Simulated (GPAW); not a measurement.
# C (C2/m) in GPAW: a series of runs

One crystal, C, is run at these levels: PBE; tasks: single point.

Program: GPAW 26.7.0. These are calculated values, not measurements. Logs are shortened: lines on timing, memory, paths and dates and some standing lists are left out, and cuts for length are marked. The log counts tension as positive stress, the text compression.

### 1 The undisturbed crystal

Symmetry: C2/m, No. 12, monoclinic system. The conventional cell has a = 4.255 Å, b = 2.457 Å, c = 3.765 Å, α = 90.00°, β = 111.49°, γ = 90.00°. Around C (site symmetry m) lie 3 C at 1.42 Å.

This is a stacking variant of graphite.

### 2 Single point, PBE (strain = -0.04)

run.py reads:

```python
from ase.dft.bandgap import bandgap
from ase.io import read, write
from ase.units import GPa
from gpaw import GPAW, PW

atoms = read('POSCAR')

calc = GPAW(mode=PW(800),
            xc='PBE',
            kpts={'size': (13, 13, 8), 'gamma': True},
            occupations={'name': 'fermi-dirac', 'width': 0.05},
            nbands=11,
            convergence={'density': 1e-05, 'energy': 1e-05},
            maxiter=150,
            txt='gpaw.txt')
atoms.calc = calc
energy = atoms.get_potential_energy()
forces = atoms.get_forces()
stress = atoms.get_stress()
calc.write('gs.gpw')
write('result.traj', atoms)
print(f'Energy: {energy:.6f} eV')
print('Forces (eV/A):')
print(forces.round(4))
print('Stress (GPa):', (stress / GPa).round(3))
print('Fermi level:', round(calc.get_fermi_level(), 4), 'eV')
print(f'Gap: {bandgap(calc)[0]:.4f} eV, direct: {bandgap(calc, direct=True)[0]:.4f} eV')
```

POSCAR reads:

```
C
1.0
    2.0422274949     -1.1791511424      0.0000000000
    2.0422274949      1.1791511424      0.0000000000
   -1.3239068457      0.0000000000      3.5028300786
C
2
Direct
    0.1666444700      0.1666444700      0.9999069600
    0.8333555300      0.8333555300      0.0000930400
```

Potentials or basis: GPAW PAW data sets (gpaw-data 1.2.1), pw.

Launch:

```console
$ OMP_NUM_THREADS=1 python run.py
```

gpaw.txt:

```text
__  _  _
 | _ |_)|_||  |
 |__||  | ||/\| - 26.7.0

Input parameters:
  mode=PW(ecut=800.0),
  convergence={'density': 1e-05, 'energy': 1e-05},
  kpts=MonkhorstPack(size=(13, 13, 8), gamma=True),
  maxiter=150,
  nbands=11,
  occupations=Occupations(name='fermi-dirac', width=0.05),
  xc=XC(name='PBE')

Diagonalizing LCAO Hamiltonian
Converting LCAO to pw mode

       C

                 C

Atoms  # Å, Bohr magnetons
|   | symbol |         x |         y |        z |    initial magnetic moments |
|---|--------|-----------|-----------|----------|-----------------------------|
| 0 |      C | -0.643132 | -0.000000 | 3.502504 | ( 0.0000,  0.0000,  0.0000) |
| 1 |      C |  3.403680 |  0.000000 | 0.000326 | ( 0.0000,  0.0000,  0.0000) |

Unit cell  # Å
| periodic |         x |         y |        z |  lengths |     angles |
|----------|-----------|-----------|----------|----------|------------|
|      yes |  2.042227 | -1.179151 | 0.000000 | 2.358196 | 107.828800 |
|      yes |  2.042227 |  1.179151 | 0.000000 | 2.358196 | 107.828800 |
|      yes | -1.323907 |  0.000000 | 3.502830 | 3.744669 |  60.002969 |

Number of symmetries: 4
Symmetry operations  # r_c * U_cc + t_c -> r_c
|   | kind |            matrix            |
|---|------|------------------------------|
| 0 |  E   |  1, 0, 0,  0, 1, 0,  0, 0, 1 |
| 1 |  σ   |  0, 1, 0,  1, 0, 0,  0, 0, 1 |
| 2 |  C2  |  0,-1, 0, -1, 0, 0,  0, 0,-1 |
| 3 |  i   | -1, 0, 0,  0,-1, 0,  0, 0,-1 |

BZ-sampling:
  Number of BZ points: 1352
  Number of IBZ points: 371

  Monkhorst-Pack size: [13, 13, 8]
  Monkhorst-Pack shift: [0.0, 0.0, 0.0625]

K-points  # in reciprocal-cell coordinates
|     |                                coordinates |     weight |
|-----|--------------------------------------------|------------|
|   0 | (  0.00000000,   0.00000000,   0.00000000) | 0.00073964 |
|   1 | (  0.00000000,   0.00000000,   0.12500000) | 0.00147929 |
|   2 | (  0.00000000,   0.00000000,   0.25000000) | 0.00147929 |
|   3 | (  0.00000000,   0.00000000,   0.37500000) | 0.00147929 |
|   4 | (  0.00000000,   0.00000000,   0.50000000) | 0.00073964 |
|   5 | (  0.07692308,  -0.07692308,   0.00000000) | 0.00147929 |
|   6 | (  0.07692308,  -0.07692308,   0.12500000) | 0.00295858 |
|   7 | (  0.07692308,  -0.07692308,   0.25000000) | 0.00295858 |
|   8 | (  0.07692308,  -0.07692308,   0.37500000) | 0.00295858 |
|   9 | (  0.07692308,  -0.07692308,   0.50000000) | 0.00147929 |
| ... |                                            |            |
| 370 | (  0.46153846,   0.46153846,   0.50000000) | 0.00147929 |

Plane wave coefficients: 888
Cutoff: 800.0 eV

Spin-components: 1 (collinear spins)
Bands:           11
Projectors:      10
Spin-degeneracy: 2
Datatype:        complex128

Parallelization:
  kpt:    1
  domain: 1
  band:   1

Density:
  Valence electrons: 8.0
  Components: 1
  Grid points: [16 16 25]
  Charge: 0.0  # |e|

Potential:
  Grid points: [16 16 25]

species:
  C:
    name:    Carbon
    Z:       6.0
    valence: 4
    core:    2
    charge:  0.0  # [|e|]
    compensation charges:
      type: gauss
      rc: 0.20  # [Å]
      lmax: 2
    cutoffs:
      filter: 1.14  # [Å]
      core: 1.14  # [Å]
    projectors
    | kind |    occ | energy [eV] | rcut [Å] |
    |------|--------|-------------|----------|
    |   2s |  2.000 |     -13.751 |    0.635 |
    |   2p |  2.000 |      -5.284 |    0.635 |
    |    s |        |      13.461 |    0.635 |
    |    p |        |      21.927 |    0.635 |
    |    d |        |       0.000 |    0.635 |

    Using partial waves for C as LCAO basis

Reference energy: -2055.256231  # eV

eigensolver:
  PPCG
  Converge bands: occupied
  niter=2

density mixing:
  MSR1-Mixer
  Pratt-step length: 0.05
  Maximum mixing coefficient: 0.75
  Old densities: 10
  SVD Regularization: 0.005
  Good broyden scale: 1.0
  Trust region scale: 1.0
  Backstep threshold: 4.0
  History deletion threshold: 6.0
  Fourier metric: weight=20.0, sigma=0.015

occupation numbers:
  Fermi-Dirac:
    width: 0.0500  # eV

poisson solver:
  ecut: 6400.0  # eV

xc functional:
  name: PBE with 2 nearest neighbor stencil

convergence criteria:
- Maximum integral of absolute [dens]ity change: 1e-05 electrons / valence electron
- Maximum [total energy] change in last 3 cyles: 1e-05 eV / valence electron
- Maximum integral of absolute [eigenst]ate change: 4e-08 eV^2 / valence electron
maximum number of iterations: 150

SCF iterations
|iter     | |      energy | eigst |  dens |
|---------|-|-------------|-------|-------|
|iter:   1| |  -19.628191 | +0.72 |       |
|iter:   2| |  -19.424183 | -1.51 | -0.69 |
|iter:   3| |  -18.139323 | -0.91 | -0.72 |
|iter:   4| |  -18.145766 | -2.49 | -1.59 |
|iter:   5| |  -18.148550 | -3.78 | -2.03 |
|iter:   6| |  -18.148554 | -5.72 | -3.25 |
|iter:   7| |  -18.148556c| -6.87 | -3.66 |
|iter:   8| |  -18.148556c| -7.76c| -4.93 |
|iter:   9| |  -18.148556c| -8.47c| -5.38c|

Converged in 9 steps
Energy contributions relative to reference atoms: (reference = -2055.256231)

Energy contributions:
  Kinetic:          31.397718
  Coulomb:         -28.683585
  Zero:              0.037423
  External:          0.000000
  Xc:              -20.900113
  Entropy:          -0.000000
  Spinorbit:         0.000000
  ----------------------------
  Free energy:     -18.148557
  Extrapolated:    -18.148556

dipole moment: (0.000001, -0.000000, 0.000002)  # |e|*Ang

Fermi level: 6.741
Eigenvalues  # (at kpt = [0.000, 0.000, 0.000])
| band index |      eig [eV] | occ [0-2] |
|------------|---------------|-----------|
|          0 |       -14.023 |     2.000 |
|          1 |        -1.082 |     2.000 |
|          2 |         3.738 |     2.000 |
|          3 |         3.741 |     2.000 |
|          4 |        10.116 |     0.000 |
|          5 |        15.949 |     0.000 |
|          6 |        15.950 |     0.000 |
|          7 |        19.784 |     0.000 |
|          8 |        22.462 |     0.000 |
|          9 |        31.113 |     0.000 |
|         10 |        31.163 |     0.000 |

Gap: 1.131 eV
Transition (v -> c):
  (s=0, k=116, n=3, [0.31, -0.31, 0.00]) -> (s=0, k=196, n=4, [0.38, -0.31, 0.38])
Direct/indirect transitions are different
Direct gap: 1.144 eV
Transition at: (s=0, k=116, n=3, [0.31, -0.31, 0.00])

Forces  # eV/Ang
|        x |       y |        z |
|----------|---------|----------|
| -0.00307 | 0.00000 |  0.00590 |  # C    0
|  0.00307 | 0.00000 | -0.00590 |  # C    1

Stress tensor  # eV/Ang^3
|         x |         y |         z |
|-----------|-----------|-----------|
| -0.402882 |  0.000000 |  0.000177 |
|  0.000000 | -0.402498 |  0.000000 |
|  0.000177 |  0.000000 | -0.009536 |

# Writing to gs.gpw (mode='')
```

It took 40 s on 1 thread of Arm Neoverse V2, shared host; peak memory 0.24 GiB.

What came out:

```yaml
Free_energy: -18.1486 eV
Pressure: 43.5 GPa
Largest_force: 0.007 eV/Å
Band_gap_on_the_k_mesh: 1.13 eV, indirect (least direct gap 1.14 eV)
```

Forces in eV/Å, atoms in the order of the input:
```
C   -0.003  0.000  0.006
C    0.003  0.000 -0.006
```

Stress tensor (GPa, compression positive):
```
64.55  0.00 -0.03
 0.00 64.49  0.00
-0.03  0.00  1.53
```

Levels at points of the mesh, in eV from the valence-band top:
```csv
k point,band 1,band 2,band 3,band 4,band 5,band 6,band 7
"(0.00, 0.00, 0.00)",-20.21,-7.27,-2.45,-2.45,3.93,9.76,9.76
"(0.00, 0.00, 0.50)",-20.01,-8.76,-2.46,-2.46,9.59,9.73,9.73
```

Caveat: the density grid can change from cell to cell, which puts small steps into energies and stress; an odd mesh through Γ misses points on the zone boundary, where band edges often lie; this functional lacks dispersion, which binds the layers, so the pressure and a relaxed spacing across them are unreliable.

### 3 Single point, PBE (strain = -0.01)

run.py: that of step 2 with these lines changed.

```diff
@@ -5,3 +5,3 @@
 
-atoms = read('POSCAR')
+atoms = read('C.xyz')
```

C.xyz reads:

```xyz
2
Lattice="2.1060471041 -1.2159996156 0.0000000000 2.1060471041 1.2159996156 0.0000000000 -1.3652789346 0.0000000000 3.5028300786" Properties=species:S:1:pos:R:3 pbc="T T T"
C     -0.6632297021      0.0000000000      3.5025041753
C      3.5100449757      0.0000000000      0.0003259033
```

Potentials or basis: GPAW PAW data sets (gpaw-data 1.2.1), pw.

Launch:

```console
$ OMP_NUM_THREADS=1 python run.py
```

It took 53 s on 1 thread of Arm Neoverse V1, shared host; peak memory 0.24 GiB.

It converged, with:

- Free energy: -18.4186 eV
- Pressure: 12.3 GPa
- Largest force: 0.005 eV/Å
- Band gap on the k mesh: 0.98 eV, indirect (least direct gap 0.99 eV)

Forces in eV/Å, atoms in the order of the input:
```
C   -0.003  0.000  0.005
C    0.003  0.000 -0.005
```

Stress tensor (GPa, compression positive):
```
17.63  0.00 -0.03
 0.00 17.56  0.00
-0.03  0.00  1.63
```

Levels at points of the mesh, in eV from the valence-band top:
| k point | band 1 | band 2 | band 3 | band 4 | band 5 | band 6 | band 7 |
| --- | --- | --- | --- | --- | --- | --- | --- |
| (0.00, 0.00, 0.00) | -19.53 | -6.66 | -2.59 | -2.59 | 4.22 | 9.04 | 9.04 |
| (0.00, 0.00, 0.50) | -19.33 | -8.20 | -2.60 | -2.60 | 9.00 | 9.01 | 9.86 |

Caveat: the density grid can change from cell to cell, which puts small steps into energies and stress; an odd mesh through Γ misses points on the zone boundary, where band edges often lie; this functional lacks dispersion, which binds the layers, so the pressure and a relaxed spacing across them are unreliable.
